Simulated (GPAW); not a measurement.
## CdTe: band structure with PBE

**The experiment to reproduce.**

A printed reference work, data compilation reports, for a bulk crystal of CdTe at 0 K: band gap 1.607 eV.

The system is CdTe.

```
CELL_PARAMETERS angstrom
0.00000 3.20500 3.20500
3.20500 0.00000 3.20500
3.20500 3.20500 0.00000
ATOMIC_POSITIONS crystal
Te 0.75000 0.75000 0.75000
Cd 0.00000 0.00000 0.00000
```

```json
{"Program": "GPAW 26.7.0", "Task": "band structure", "Functional": "PBE", "Potentials or basis": "GPAW PAW data sets (gpaw-data 1.2.1)", "Cutoff": "600 eV", "Basis": "pw", "k mesh": "7 × 7 × 7", "Occupations": "fermi-dirac, width 0.05 eV", "Spin": "no spin polarisation", "Maxiter": "150", "Band path": "GXWKGLUWLK,UX", "Band points": "60"}
```

```yaml
Pressure: 3.8 GPa
Band_gap_on_the_k_mesh: 0.87 eV, direct
Band_gap_along_the_path: 0.87 eV, direct
```

Levels at the corners of the path, in eV from the valence-band top:
| point | band 7 | band 8 | band 9 | band 10 | band 11 | band 12 |
| --- | --- | --- | --- | --- | --- | --- |
| Γ | 0.00 | 0.00 | 0.00 | 0.87 | 4.57 | 4.57 |
| X | -4.47 | -1.99 | -1.99 | 2.54 | 2.67 | 9.01 |
| W | -4.35 | -2.46 | -2.35 | 4.37 | 4.68 | 5.60 |
| K | -4.37 | -2.71 | -1.65 | 2.88 | 4.57 | 7.42 |
| Γ | 0.00 | 0.00 | 0.00 | 0.87 | 4.57 | 4.57 |
| L | -4.62 | -0.83 | -0.83 | 1.85 | 5.19 | 5.19 |
| U | -4.37 | -2.71 | -1.65 | 2.88 | 4.57 | 7.42 |
| W | -4.35 | -2.46 | -2.35 | 4.37 | 4.68 | 5.60 |
| L | -4.62 | -0.83 | -0.83 | 1.85 | 5.19 | 5.19 |
| K | -4.37 | -2.71 | -1.65 | 2.88 | 4.57 | 7.42 |
| U | -4.37 | -2.71 | -1.65 | 2.88 | 4.57 | 7.42 |
| X | -4.47 | -1.99 | -1.99 | 2.54 | 2.67 | 9.01 |

It took 62 s on 1 thread of Arm Neoverse V1, on a shared host, peak memory 0.28 GiB.

Measured gap of CdTe: 1.607 eV (0 K; a printed reference work, data compilation). This calculation gives 0.87 eV (-0.74 eV). Spin-orbit coupling on Cd, Te is left out. The value is that of PBE, without temperature or zero-point motion. Semilocal functionals fall short of measured gaps as a rule.

Caveat: spin-orbit coupling is left out, which moves the levels of the heavy elements.
